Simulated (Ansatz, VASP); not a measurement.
# One calculation of CdSe, two programs

File POSCAR:

```
CdSe
1.0
    4.2984999142      0.0000000000      0.0000000000
   -2.1492499571      3.7226101239      0.0000000000
    0.0000000000      0.0000000000      7.0152000000
Cd Se
2 2
Direct
    0.6666666667      0.3333333333      0.0000000000
    0.3333333333      0.6666666667      0.5000000000
    0.6666666667      0.3333333333      0.3750000000
    0.3333333333      0.6666666667      0.8750000000
```

INCAR.step1

```
PREC     = Accurate       # precision mode
ENCUT    = 520            # plane-wave cutoff, eV
ISMEAR   = 0              # smearing method
SIGMA    = 0.1            # smearing width, eV
LREAL    = F              # projectors in reciprocal space
LASPH    = T              # aspherical terms in the spheres
NELM     = 60             # most SCF steps
NBANDS   = 26             # bands
GGA      = PE             # functional
ALGO     = Normal         # electronic algorithm
EDIFF    = 1E-4           # SCF threshold, eV
LWAVE    = T              # write WAVECAR
LCHARG   = F              # write CHGCAR
```

INCAR.step2

```
PREC     = Accurate       # precision mode
ENCUT    = 520            # plane-wave cutoff, eV
EDIFF    = 1E-7           # SCF threshold, eV
ISMEAR   = 0              # smearing method
SIGMA    = 0.1            # smearing width, eV
LREAL    = F              # projectors in reciprocal space
LASPH    = T              # aspherical terms in the spheres
NELM     = 60             # most SCF steps
ALGO     = Normal         # electronic algorithm
ISIF     = 2              # what is computed and relaxed
LWAVE    = F              # write WAVECAR
LCHARG   = F              # write CHGCAR
METAGGA  = R2SCAN         # meta-GGA
LMIXTAU  = T            
NBANDS   = 26             # bands
ISTART   = 1
```

File KPOINTS:

```
Automatic mesh
0
Gamma
  6 6 4
```

Input for Ansatz:

```yaml
crystal:
  lattice:
    - [4.2984999142, 0.0, 0.0]
    - [-2.1492499571, 3.7226101239, 0.0]
    - [0.0, 0.0, 7.0152]
  atoms:
    - { symbol: Cd, position: [0.6666666667, 0.3333333333, 0.0] }
    - { symbol: Cd, position: [0.3333333333, 0.6666666667, 0.5] }
    - { symbol: Se, position: [0.6666666667, 0.3333333333, 0.375] }
    - { symbol: Se, position: [0.3333333333, 0.6666666667, 0.875] }
basis:
  ecutwfc: 500
kpoints:
  mp_grid: { grid: [6, 6, 4] }
hamiltonian:
  xc: r2scan
scf:
  occupations: { method: gaussian, width: 0.1 }
output:
  forces: true
  stress: true
  eigenvalues: true
```

Alike in both runs: task single point; functional r2SCAN; k mesh 6 × 6 × 4; occupations gaussian, width 0.1 eV; no spin polarisation.

```csv
,VASP,Ansatz
version,VASP 6.6.1,Ansatz 0.2.0
potentials or method,"VASP PAW PBE potentials, release 64 (Cd, Se)","scalar-relativistic, plane waves, PAW"
plane-wave cutoff (eV),520,500
valence electrons in the cell,36,72
```

```csv
,VASP,Ansatz,Ansatz less VASP
gap on the k mesh at the Fermi level (eV),1.16,1.17,+0.010
least direct gap on the mesh (eV),1.16,1.17,+0.010
pressure (GPa),1.8,1.5,-0.28
largest component of the traceless stress (GPa),0.10,0.09,-0.009
rms of the force components (eV/Å),0.012,0.013,+0.0002
```

Atom by atom the forces differ by 0.000 eV/Å (rms over components). The two sets of potentials don't hold the same shells in valence.

Caveats: the PAW data sets were made with another functional, which shifts forces and pressure a little (VASP). r2SCAN opens gaps a little over a GGA but as a rule still falls short of measured ones.
